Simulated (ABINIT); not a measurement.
The system is Cu.

```
Cu
1.0
     0.00000    1.80750    1.80750
     1.80750    0.00000    1.80750
     1.80750    1.80750    0.00000
Cu
1
Cartesian
  0.0000 0.0000 0.0000
```

Program: ABINIT 10.8.3 (patched build). Alike in all runs: no spin polarisation; cell as given; smearing fermi-dirac 0.05 eV. Hardware: 1 thread of Intel(R) Xeon(R) 6975P-C (Granite Rapids) (shared host).

Question: Order these runs on this cell by their wall time, lowest first.
A. task band structure; level rPW86PBE; potentials or basis PseudoDojo NC SR PBE v0.4.1 standard; k mesh 13 × 13 × 13; cutoff (eV) 1252; mesh quality not flagged
B. task band structure; level PW91; potentials or basis JTH PAW PBE v2.0; k mesh 13 × 13 × 13; cutoff (eV) 544; fine-grid cutoff 1088.46 eV; mesh quality not flagged
C. task single point; level LDA; potentials or basis JTH PAW LDA v2.0; k mesh 8 × 8 × 8; cutoff (eV) 544; fine-grid cutoff 1088.46 eV; mesh quality coarse
D. task band structure; level SCAN; potentials or basis JTH PAW PBE v2.0; k mesh 13 × 13 × 13; cutoff (eV) 653; fine-grid cutoff 1251.72 eV; mesh quality not flagged

Answer: C (4.3 s), B (21 s), A (45 s), D (120 s).

Caveats: some runs use coarse meshes.

Runs at the PBE level aren't shown here.
